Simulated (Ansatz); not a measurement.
# CdS (Greenockite) (P6_3mc) in Ansatz: notebook

Aim: see how the results for CdS (Greenockite) move with the level of theory and the settings. Levels: LDA, PBE. Tasks: band structure, elastic constants, Born charges and dielectric tensor, phonons.

Program: Ansatz 0.2.0. These are calculated values, not measurements. Logs are shortened: lines on timing, memory, paths and dates and some standing lists are left out, and cuts for length are marked.

**Measured values to compare with.**

From “Isotope dependence of band-gap energy”, 2008, arxiv:0807.2152, for a bulk crystal of CdS: band gap 2.5809 ± 0.0002 eV.

The results are compared with them further down.

**1. Starting point**

It takes space group P6_3mc (No. 186, hexagonal). The conventional cell has a = 4.150 Å, b = 4.150 Å, c = 6.737 Å, α = 90.00°, β = 90.00°, γ = 120.00°. Cd (site symmetry 3m) is surrounded by 4 S at 2.53 to 2.54 Å. Around S (site symmetry 3m) lie 4 Cd at 2.53 to 2.54 Å.

**2. Band structure, LDA**

Contents of input.yaml:

```yaml
crystal:
  lattice:
    - [4.15, 0.0, 0.0]
    - [-2.075, 3.5940054257, 0.0]
    - [0.0, 0.0, 6.737]
  atoms:
    - { symbol: Cd, position: [0.6666666667, 0.3333333333, 0.5] }
    - { symbol: Cd, position: [0.3333333333, 0.6666666667, 0.0] }
    - { symbol: S, position: [0.6666666667, 0.3333333333, 0.875] }
    - { symbol: S, position: [0.3333333333, 0.6666666667, 0.375] }
hamiltonian:
  xc: lda
  pseudopotentials: { kind: paw }
kpoints:
  mp_grid: { grid: [7, 7, 4] }
  band_path:
    path:
      - [[0.0, 0.0, 0.0], [0.5, 0.0, 0.0], [0.3333333333, 0.3333333333, 0.0], [0.0, 0.0, 0.0], [0.0, 0.0, 0.5], [0.5, 0.0, 0.5], [0.3333333333, 0.3333333333, 0.5], [0.0, 0.0, 0.5]]
      - [[0.5, 0.0, 0.5], [0.5, 0.0, 0.0]]
      - [[0.3333333333, 0.3333333333, 0.0], [0.3333333333, 0.3333333333, 0.5]]
    npoints: 14
scf:
  occupations: { method: fermi_dirac, width: 0.05 }
  n_extra_bands: 10
output:
  forces: true
  stress: true
  eigenvalues: true
  fatbands: false
  write_density: true
  write_potential: true
  elf: true
  volumetric_format: npy
```

Potentials or basis: Ansatz PAW.

Started as:

```bash
> ansatz run input.yaml --threads 2 --pin off --max-ram 5632MiB --backend cpu --events-out ev --progress --plain --runs-dir out
```

Standard output:

```text
Warning: RAYON_NUM_THREADS=2 ignored (pool sized by the plan → 2); use --threads N
scf.n_extra_bands = 10 over 26 filled bands (N_el = 52.0): the run solves 36 bands
Engine: ansatz 0.2.0, x86_64-unknown-linux-gnu
Pseudopotentials: kind: paw
Pseudopotential: Cd, paw, valence charge 20, recommended cutoff 420 eV (normal), Cd.paw.azcp
Pseudopotential: S, paw, valence charge 6, recommended cutoff 420 eV (normal), S.paw.azcp
Functional definition: SPW92
  exchange = slater_x
  correlation = pw_c
Crystal: 4 atoms, lattice volume = 100.483 Å³
Basis set: ecut = 420 eV, 1973 PW (Γ)
Bands: 36, of which v1, the nominal top of the filled ones, is band 26 counted from 1 (25 counted from 0)
Symmetry: 12 space group operations
Space group: P63mc (ITA 186), of the structure as read, at distance tolerance 4.6e-5 Å
k-points: 24 of 196 (time reversal used)
Non-local potential: Cd, projectors of the file, l = 0: 3, l = 1: 2, l = 2: 2, l = 3: 1
Non-local potential: S, projectors of the file, l = 0: 2, l = 1: 2, l = 2: 2
PAW form: soft (Blöchl's): semilocal exchange-correlation on the pseudo side does not see the compensation charge
PAW frozen core: Cd, regenerated for the run's functional, and the local potential with it (the file was generated under x = pbe(κ = 0.804, μ = 0.2195149727645171), c = pbe(β = 0.06672455060314922))
PAW frozen core: S, regenerated for the run's functional, and the local potential with it (the file was generated under x = pbe(κ = 0.804, μ = 0.2195149727645171), c = pbe(β = 0.06672455060314922))
PAW one-centre angular grid: Cd, 590 points (default); XC on 64 Gauss nodes
PAW one-centre angular grid: S, 110 points (default); XC on 64 Gauss nodes
Initial density: superposition of atomic densities (neutral atoms: chi_scale 0, normalization atom), corrected by the library's trained network
Initial wavefunctions: pseudopotential atomic-orbital guess
Functional: x = slater, c = lda
SCF iter   1: F=—  HF=-17977.262640 eV  |F-HF|=—  |Δ(HF+E_count)|=         —  Δρ=8.28e-3  dr2=6.84e-2  ethr=1.77e-3  ⟨swp⟩=6.1  Hψ=3569  notcnv=0  defer=16
preconditioner: auto → Resta (q_TF=auto, 2.445 Å⁻¹)  ε∞=4.0  [insulator: Δε(μ)=0.812 eV  Ē_g=12.876 eV  σ=0.050 eV  W_gap=1.00  n_scr=22 (ndim 8)  ℏωp=22.2 eV  f_vac=0.131  D(μ)=0.00/eV (n_scr^D=0)  ε∞_Penn≈4.0]
SCF iter   2: F=—  HF=-17977.243690 eV  |F-HF|=—  |Δ(HF+E_count)|=   1.90e-2  Δρ=3.34e-3  dr2=1.17e-2  ethr=1.32e-4  ⟨swp⟩=3.0  Hψ=1607  notcnv=0  defer=60
SCF iter   3: F=—  HF=-17977.240254 eV  |F-HF|=—  |Δ(HF+E_count)|=   3.44e-3  Δρ=9.44e-4  dr2=7.43e-4  ethr=2.26e-5  ⟨swp⟩=2.0  Hψ=914  notcnv=0  defer=60
SCF iter   4: F=—  HF=-17977.240119 eV  |F-HF|=—  |Δ(HF+E_count)|=   1.36e-4  Δρ=2.62e-4  dr2=8.74e-5  ethr=1.43e-6  ⟨swp⟩=2.8  Hψ=1301  notcnv=0  defer=60
SCF iter   5: F=—  HF=-17977.240134 eV  |F-HF|=—  |Δ(HF+E_count)|=   1.54e-5  Δρ=7.18e-5  dr2=6.28e-6  ethr=1.68e-7  ⟨swp⟩=2.3  Hψ=1354  notcnv=0  defer=60
SCF iter   6: F=—  HF=-17977.240138 eV  |F-HF|=—  |Δ(HF+E_count)|=   3.66e-6  Δρ=1.16e-5  dr2=2.20e-7  ethr=1.21e-8  ⟨swp⟩=2.0  Hψ=899  notcnv=0  defer=60
SCF iter   7: F=-17977.240138 eV  HF=-17977.240138 eV  |F-HF|=2.96e-9  |Δ(HF+E_count)|=   1.34e-7  Δρ=2.81e-6  dr2=8.50e-9  ethr=1.92e-10  ⟨swp⟩=12.3  Hψ=5205  notcnv=0
SCF 1 converged in 7 iterations: F = -17977.240138 eV  dr2 = 8.50e-9
NSCF: frozen V_eff on 129 k-points
SCF converged after 7 iterations
Free energy (F): -17977.240138 eV
Harris-Foulkes:  -17977.240138 eV  (|F-HF|=2.96e-9)
Internal energy: -17977.240136 eV  (E = F + TS)
E sigma→0 (E₀):  -17977.240137 eV
Entropy (-TS):   -0.000002 eV (-0.001 meV/atom)
Fermi energy:    6.935369 eV
--- Per-component energies (eV) ---
  E_band       = -1034.812106
  E_kinetic    = 1222.964553
  E_local      = -8083.198693  (includes V_loc(G=0)·N_el)
  E_nonlocal   = 140.963467
  E_hartree    = 3697.739367
  E_xc         = -542.382455
  E_vxc        = -616.756240  (∫ρ·V_xc dr)
  E_paw        = -9032.773708  (= ΣΔE_a)
  E_vpaw       = -1094.262513  (= ΣTr[D̂ρ^β])
  E_aug_tail   = 0.000026  (compensation charges beyond the density's cutoff)
  E_ewald      = -5382.392226
  E_core_change = 1.839533  (= ΣΔE_core)
  E_smearing   = -0.000002  (= −TS)
  E_closure    = 0.000000  (closes the sum)
  Σ components = -17977.240138   (vs F -17977.240138, Δ=0.00e0)
--- Forces (eV/Å), atoms counted from 1 ---
  atom   1  Cd     0.00000000    -0.00000000    -0.06137937
  atom   2  Cd    -0.00000000     0.00000000    -0.06137937
  atom   3  S      0.00000000    -0.00000000     0.06138528
  atom   4  S      0.00000000     0.00000000     0.06138528
  max |Σ_I F_I| component: 1.18e-5 eV/Å
--- Stress (GPa, compression-positive) ---
       -3.312547      -0.000000      -0.000000
        0.000000      -3.312547       0.000000
       -0.000000      -0.000000      -2.734691
  P = ⅓ Tr σ = -3.1199 GPa (-31.199 kbar)
--- Band table (eV; the first three rows and the last of 24) ---
  k-point 0: bands = ["-94.6449", "-94.6449", "-55.7943", "-55.7943", "-55.7943", "-55.7942", "-55.7942", "-55.7937", "-5.8453", "-5.3999", "-1.2541", "-1.2308", "-1.2308", "-1.1452", "-1.1452", "-0.8298", "-0.8298", "-0.7382", "-0.7382", "-0.4031", "2.0049", "5.6770", "5.6770", "6.4035", "6.4501", "6.4501", "7.3611", "8.9903", "12.7176", "12.7176", "13.0463", "13.8400", "13.8400", "13.8633", "16.1656", "16.1656"]
  k-point 1: bands = ["-94.6449", "-94.6449", "-55.7943", "-55.7943", "-55.7942", "-55.7942", "-55.7942", "-55.7938", "-5.7787", "-5.4627", "-1.2218", "-1.2218", "-1.2104", "-1.1614", "-1.1614", "-0.8133", "-0.8133", "-0.7485", "-0.7485", "-0.6770", "2.6246", "5.3429", "5.7833", "5.7833", "6.3293", "6.3293", "8.3068", "9.0642", "12.5453", "12.7918", "12.7918", "13.2736", "13.5517", "13.5517", "16.6332", "16.6332"]
  k-point 2: bands = ["-94.6449", "-94.6449", "-55.7943", "-55.7943", "-55.7943", "-55.7943", "-55.7940", "-55.7940", "-5.6188", "-5.6188", "-1.1951", "-1.1951", "-1.1951", "-1.1951", "-1.0345", "-1.0345", "-0.7778", "-0.7778", "-0.7778", "-0.7778", "3.9141", "3.9141", "6.0491", "6.0491", "6.0491", "6.0491", "9.0527", "9.0527", "12.4012", "12.4012", "13.0786", "13.0786", "13.0786", "13.0786", "17.3078", "17.3078"]
  k-point 23: bands = ["-94.6449", "-94.6449", "-55.7947", "-55.7947", "-55.7945", "-55.7945", "-55.7939", "-55.7939", "-5.3130", "-5.3130", "-1.0732", "-1.0732", "-1.0381", "-1.0381", "-0.8519", "-0.8519", "-0.7874", "-0.7874", "-0.2926", "-0.2926", "2.4142", "2.4142", "4.1526", "4.1526", "5.2999", "5.2999", "10.5593", "10.5593", "12.2419", "12.2419", "12.7952", "12.7952", "14.9078", "14.9078", "16.5240", "16.5240"]
```

It took 19 s on 2 threads of Intel Xeon at 2.50GHz (Skylake/Cascade Lake), shared host; peak memory 0.52 GiB.

What came out:

```yaml
Free_energy: -17977.2401 eV
Pressure: -3.1 GPa
Largest_force: 0.061 eV/Å
Band_gap_on_the_k_mesh: 0.91 eV, direct
Band_gap_along_the_path: 0.91 eV, direct
```

Forces in eV/Å, atoms in the order of the input:
```
Cd   0.000  0.000 -0.061
Cd   0.000  0.000 -0.061
S    0.000  0.000  0.061
S    0.000  0.000  0.061
```

Stress tensor (GPa, compression positive):
```
-3.31  0.00  0.00
 0.00 -3.31  0.00
 0.00  0.00 -2.73
```

Levels at the corners of the path, in eV from the valence-band top:
| point | band 22 | band 23 | band 24 | band 25 | band 26 | band 27 | band 28 | band 29 | band 30 | band 31 |
| --- | --- | --- | --- | --- | --- | --- | --- | --- | --- | --- |
| Γ | -0.77 | -0.77 | -0.05 | 0.00 | 0.00 | 0.91 | 2.54 | 6.27 | 6.27 | 6.60 |
| M | -3.56 | -2.69 | -1.89 | -1.33 | -0.74 | 3.49 | 3.66 | 4.90 | 6.16 | 6.81 |
| K | -3.74 | -3.12 | -1.88 | -1.88 | -1.64 | 4.42 | 4.90 | 4.90 | 6.89 | 7.22 |
| Γ | -0.77 | -0.77 | -0.05 | 0.00 | 0.00 | 0.91 | 2.54 | 6.27 | 6.27 | 6.60 |
| A | -2.54 | -0.40 | -0.40 | -0.40 | -0.40 | 2.60 | 2.60 | 5.95 | 5.95 | 6.63 |
| L | -4.19 | -1.35 | -1.35 | -1.34 | -1.34 | 3.23 | 3.23 | 5.19 | 5.19 | 7.61 |
| H | -4.08 | -2.45 | -2.45 | -1.13 | -1.13 | 4.17 | 4.17 | 5.86 | 5.86 | 6.26 |
| A | -2.54 | -0.40 | -0.40 | -0.40 | -0.40 | 2.60 | 2.60 | 5.95 | 5.95 | 6.63 |
| L | -4.19 | -1.35 | -1.35 | -1.34 | -1.34 | 3.23 | 3.23 | 5.19 | 5.19 | 7.61 |
| M | -3.56 | -2.69 | -1.89 | -1.33 | -0.74 | 3.49 | 3.66 | 4.90 | 6.16 | 6.81 |
| K | -3.74 | -3.12 | -1.88 | -1.88 | -1.64 | 4.42 | 4.90 | 4.90 | 6.89 | 7.22 |
| H | -4.08 | -2.45 | -2.45 | -1.13 | -1.13 | 4.17 | 4.17 | 5.86 | 5.86 | 6.26 |

Caveat: the PAW data sets come from PBE, with cores solved anew for the run's functional, which leaves a small shift of forces and pressure.

**3. Elastic constants, PBE**

Contents of input.yaml:

```yaml
crystal:
  lattice:
    - [4.15, 0.0, 0.0]
    - [-2.075, 3.5940054257, 0.0]
    - [0.0, 0.0, 6.737]
  atoms:
    - { symbol: Cd, position: [0.6666666667, 0.3333333333, 0.5] }
    - { symbol: Cd, position: [0.3333333333, 0.6666666667, 0.0] }
    - { symbol: S, position: [0.6666666667, 0.3333333333, 0.875] }
    - { symbol: S, position: [0.3333333333, 0.6666666667, 0.375] }
hamiltonian:
  xc: pbe
  pseudopotentials: { kind: paw }
kpoints:
  mp_grid: { grid: [5, 5, 3] }
scf:
  occupations: { method: fixed }
output:
  forces: true
  stress: true
elastic:
  mode: relaxed_ion
  stencil: two_point
```

Potentials or basis: Ansatz PAW.

Started as:

```bash
> ansatz run input.yaml --threads 2 --pin off --max-ram 5632MiB --backend cpu --events-out ev --progress --plain --runs-dir out
```

It took 2 min on 2 threads of Intel Xeon at 2.50GHz (Skylake/Cascade Lake), shared host; peak memory 0.41 GiB.

It converged, with:

```
Free energy            : -18315.6301 eV
Pressure               : 2.1 GPa
Band gap on the k mesh : 1.20 eV, direct
Voigt bulk modulus     : 63 GPa
```

Stress tensor (GPa, compression positive):
```
2.06 0.00 0.00
0.00 2.06 0.00
0.00 0.00 2.15
```

Levels at points of the mesh, in eV from the valence-band top:
| k point | band 22 | band 23 | band 24 | band 25 | band 26 | band 27 | band 28 | band 29 | band 30 | band 31 |
| --- | --- | --- | --- | --- | --- | --- | --- | --- | --- | --- |
| (0.00, 0.00, 0.00) | -0.74 | -0.74 | -0.04 | 0.00 | 0.00 | 1.20 | 2.77 | 6.46 | 6.46 | 6.78 |

Elastic tensor in Voigt notation (GPa, in the Cartesian axes of the cell as first typed):
```
85 55 47  0  0  0
55 85 47  0  0  0
47 47 94  0  0  0
 0  0  0 14  0  0
 0  0  0  0 14  0
 0  0  0  0  0 15
```

Caveat: odd divisions of the mesh miss points on the zone boundary, where band edges often lie, so the gap on the mesh can be too wide.

**4. Born charges and dielectric tensor, LDA**

input.yaml: that of step 3 with these lines changed.

```diff
@@ -11,6 +11,6 @@
 hamiltonian:
-  xc: pbe
+  xc: lda
   pseudopotentials: { kind: paw }
 kpoints:
-  mp_grid: { grid: [5, 5, 3] }
+  mp_grid: { grid: [7, 7, 4] }
 scf:
@@ -18,6 +18,4 @@
 output:
-  forces: true
-  stress: true
-elastic:
-  mode: relaxed_ion
-  stencil: two_point
+  eigenvalues: true
+dielectric:
+  method: response
```

Potentials or basis: Ansatz PAW.

Started as:

```bash
> ansatz run input.yaml --threads 2 --pin off --max-ram 5632MiB --backend cpu --events-out ev --progress --plain --runs-dir out
```

Standard output:

```text
Warning: RAYON_NUM_THREADS=2 ignored (pool sized by the plan → 2); use --threads N
[... 7 set-up lines as earlier in the session ...]
Crystal: 4 atoms, lattice volume = 100.483 Å³
Basis set: ecut = 420 eV, 1973 PW (Γ), exchange–correlation on 60×60×96 points (8 copies of the dense FFT grid, shifted against one another)
Bands: 32, of which v1, the nominal top of the filled ones, is band 26 counted from 1 (25 counted from 0)
[... 1 set-up line as earlier in the session ...]
k-points: 60 of 196 (irreducible under 2 space group operations, time reversal used)
[... 10 set-up lines as earlier in the session ...]
SCF iter   1: F=—  HF=-17977.262496 eV  |F-HF|=—  |Δ(HF+E_count)|=         —  Δρ=8.33e-3  dr2=6.95e-2  ethr=1.77e-3  ⟨swp⟩=4.9  Hψ=6492  notcnv=0  defer=239
preconditioner: auto → Resta (q_TF=auto, 2.445 Å⁻¹)  ε∞=4.8  [insulator: Δε(μ)=0.812 eV  Ē_g=11.386 eV  n_scr=22 (ndim 8)  ℏωp=22.2 eV  f_vac=0.131  ε∞_Penn≈4.8]
SCF iter   2: F=—  HF=-17977.243960 eV  |F-HF|=—  |Δ(HF+E_count)|=   1.85e-2  Δρ=3.41e-3  dr2=1.26e-2  ethr=1.34e-4  ⟨swp⟩=3.0  Hψ=3552  notcnv=0  defer=240
SCF iter   3: F=—  HF=-17977.240255 eV  |F-HF|=—  |Δ(HF+E_count)|=   3.71e-3  Δρ=9.55e-4  dr2=8.27e-4  ethr=2.43e-5  ⟨swp⟩=2.0  Hψ=2289  notcnv=0  defer=240
[... 31 lines left out ...]
  E_kinetic    = 1222.965092
  E_local      = -8083.197716  (includes V_loc(G=0)·N_el)
  E_nonlocal   = 140.963277
  E_hartree    = 3697.738075
  E_xc         = -542.382676
  E_vxc        = -616.756497  (∫ρ·V_xc dr)
  E_paw        = -9032.773528  (= ΣΔE_a)
  E_vpaw       = -1094.262598  (= ΣTr[D̂ρ^β])
  E_aug_tail   = 0.000026  (compensation charges beyond the density's cutoff)
  E_ewald      = -5382.392226
  E_core_change = 1.839533  (= ΣΔE_core)
  E_smearing   = -0.000000  (= −TS)
  E_closure    = 0.000000  (closes the sum)
  Σ components = -17977.240141   (vs F -17977.240141, Δ=0.00e0)
--- Band table (eV; the first three rows and the last of 60) ---
  k-point 0: bands = ["-94.6449", "-94.6449", "-55.7943", "-55.7943", "-55.7943", "-55.7942", "-55.7942", "-55.7937", "-5.8454", "-5.4000", "-1.2541", "-1.2308", "-1.2308", "-1.1452", "-1.1452", "-0.8298", "-0.8298", "-0.7382", "-0.7382", "-0.4031", "2.0049", "5.6769", "5.6769", "6.4035", "6.4501", "6.4501", "7.3611", "8.9903", "12.7176", "12.7176", "13.0463", "13.8400"]
  k-point 1: bands = ["-94.6449", "-94.6449", "-55.7943", "-55.7943", "-55.7942", "-55.7942", "-55.7942", "-55.7938", "-5.7788", "-5.4627", "-1.2218", "-1.2218", "-1.2104", "-1.1614", "-1.1614", "-0.8133", "-0.8133", "-0.7485", "-0.7485", "-0.6770", "2.6246", "5.3429", "5.7833", "5.7833", "6.3293", "6.3293", "8.3068", "9.0642", "12.5453", "12.7918", "12.7918", "13.2736"]
  k-point 2: bands = ["-94.6449", "-94.6449", "-55.7942", "-55.7942", "-55.7942", "-55.7942", "-55.7940", "-55.7940", "-5.6189", "-5.6189", "-1.1951", "-1.1951", "-1.1951", "-1.1951", "-1.0345", "-1.0345", "-0.7778", "-0.7778", "-0.7778", "-0.7778", "3.9141", "3.9141", "6.0491", "6.0491", "6.0491", "6.0491", "9.0526", "9.0526", "12.4012", "12.4012", "13.0786", "13.0786"]
  k-point 59: bands = ["-94.6449", "-94.6449", "-55.7946", "-55.7946", "-55.7944", "-55.7943", "-55.7940", "-55.7938", "-5.4479", "-5.3051", "-1.1341", "-1.1217", "-1.0314", "-0.9965", "-0.8957", "-0.8670", "-0.7807", "-0.7623", "-0.6262", "-0.3041", "2.4801", "3.1231", "4.2115", "4.5210", "5.2905", "5.5598", "9.9562", "10.8345", "11.6285", "12.1133", "13.0441", "13.5361"]
--- Dielectric response (ions clamped): 3 representative field directions + reference, inside a basis on a mesh of 1568 k-points (Σ response iterations 15) ---
  ε∞ (high-frequency dielectric tensor):
        6.528987     0.000000     0.000000
        0.000000     6.528987     0.000000
        0.000000    -0.000000     6.613980
  Born effective charges Z* (e; rows j = field, columns β = displacement):
    site 0:
         2.13024   -0.00000    0.00000
         0.00000    2.13024    0.00000
         0.00000    0.00000    2.22316
    site 1:
         2.13024    0.00000    0.00000
        -0.00000    2.13024   -0.00000
         0.00000   -0.00000    2.22316
    site 2:
        -2.13024    0.00000   -0.00000
         0.00000   -2.13024    0.00000
        -0.00000    0.00000   -2.22316
    site 3:
        -2.13024   -0.00000   -0.00000
        -0.00000   -2.13024    0.00000
        -0.00000   -0.00000   -2.22316
  Z* charge neutrality: 2.387e-3 e pre-enforcement
  solved inside a basis spanned on kpoints, on 14×14×8 k-points transformed towards the longest dipole: ε∞ is read to err by 2.3e-2, Z* by 2.2e-2 e (field_mesh: kpoints solves on kpoints); Z* is corrected for what the basis lacks
```

Wall time 4.6 min (2 threads of Intel Xeon at 2.50GHz (Skylake/Cascade Lake), shared host); peak memory 1.7 GiB.

What came out:

```yaml
Free_energy: -17977.2401 eV
Band_gap_on_the_k_mesh: 0.91 eV, direct
Electronic_dielectric_tensor_diagonal: 6.53, 6.53, 6.61
Born_charges_mean_of_the_diagonal: Cd +2.16; S -2.16 e
```

Electronic dielectric tensor:
```
6.53 0.00 0.00
0.00 6.53 0.00
0.00 0.00 6.61
```

Born effective charge tensors (e):
atom 1, Cd
```
2.13 0.00 0.00
0.00 2.13 0.00
0.00 0.00 2.22
```
atom 2, Cd
```
2.13 0.00 0.00
0.00 2.13 0.00
0.00 0.00 2.22
```
atom 3, S
```
-2.13  0.00  0.00
 0.00 -2.13  0.00
 0.00  0.00 -2.22
```
atom 4, S
```
-2.13  0.00  0.00
 0.00 -2.13  0.00
 0.00  0.00 -2.22
```

Caveat: odd divisions of the mesh miss points on the zone boundary, where band edges often lie, so the gap on the mesh can be too wide; the PAW data sets come from PBE, with cores solved anew for the run's functional, which leaves a small shift of forces and pressure.

[end of part 1 of 2]
